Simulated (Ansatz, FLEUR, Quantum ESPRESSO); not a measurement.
## MgS: 3 runs at one level of theory

```
S Mg
1.0
     0.00000    2.60165    2.60165
     2.60165    0.00000    2.60165
     2.60165    2.60165    0.00000
S Mg
1 1
Cartesian
  2.6016 2.6016 2.6016
  0.0000 0.0000 0.0000
```

Alike in all runs: task equation of state; functional LDA; k mesh 9 × 9 × 9; occupations fermi-dirac, width 0.05 eV; no spin polarisation; no spin-orbit coupling. LDA stands for any of its common fits.

```csv
program and potentials,plane-wave cutoff (eV),notes,equilibrium volume (Å³/atom),bulk modulus (GPa)
"Quantum ESPRESSO, PseudoDojo 0.4.1 SR LDA standard",1143,-,16.89,83.0
"FLEUR, all-electron, FLAPW",-,-,16.86,83.4
"Ansatz, all-electron LAPW, scalar-relativistic",-,-,?,?
```

Question: Estimate from the other rows what the run with Ansatz, all-electron LAPW, scalar-relativistic gave.

Answer: Equilibrium volume 16.87 Å³/atom; bulk modulus 83.2 GPa. The other rows, which needn't bracket it: equilibrium volume 16.86 to 16.89; bulk modulus 83.0 to 83.4.
